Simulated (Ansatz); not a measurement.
Runs of Ansatz 0.2.0 on Zn. Symmetry: Fm-3m, No. 225, cubic system. Conventional cell: a = 3.930 Å, b = 3.930 Å, c = 3.930 Å, α = 90.00°, β = 90.00°, γ = 90.00°. Around Zn (site symmetry m-3m) lie 12 Zn at 2.78 Å. This isn't the form of Zn at room conditions, which is hcp.

```csv
task,level,cell,k mesh,cutoff (eV),points for each segment of the path,mesh quality,gap on the mesh (eV),pressure (GPa),relaxed volume (Å³/atom)
relaxation of cell and atoms,PBEsol+D4,relaxed,12 × 12 × 12,420,-,not flagged,none,0.0,(b)
relaxation of cell and atoms,PBEsol+D3(BJ),relaxed,12 × 12 × 12,420,-,not flagged,none,0.0,13.41
single point,PBEsol0,as given,6 × 6 × 6,420,-,coarse,none,(a),-
single point,PBE0,as given,6 × 6 × 6,420,-,coarse,none,-0.9,-
relaxation of cell and atoms,PBE0,relaxed,6 × 6 × 6,420,-,coarse,none,0.0,14.99
relaxation of cell and atoms,BLYP,relaxed,12 × 12 × 12,420,-,not flagged,none,0.0,16.90
relaxation of cell and atoms,revPBE,relaxed,12 × 12 × 12,420,-,not flagged,none,0.0,15.65
relaxation of cell and atoms,RPBE+D3(BJ),relaxed,12 × 12 × 12,420,-,not flagged,none,0.0,12.03
band structure,BLYP,as given,12 × 12 × 12,420,14,not flagged,none,6.0,-
band structure,r2SCAN,as given,12 × 12 × 12,500,14,not flagged,none,-4.6,-
```

Alike in all rows: potentials or basis Ansatz PAW; no spin polarisation; smearing fermi-dirac 0.05 eV.

Problem. Fill in the values left out.

Solution. (a) -4.4; (b) 13.77.

Caveats: some runs use coarse meshes; the PAW data sets come from PBE, with cores solved anew for the run's functional, which leaves a small shift of forces and pressure; the plane-wave basis is chosen anew once the cell has moved, so the energies of steps on either side of that aren't comparable (some runs); pairwise dispersion overbinds metals, which lowers pressure and volume (some runs); the thresholds are loose for stress (some runs); the volume moved by over 15 % at a fixed basis, so the end points are rough (some runs).

A gap of «none» marks a metal or a gap under the smearing width.

Runs at the PBE level aren't shown here.
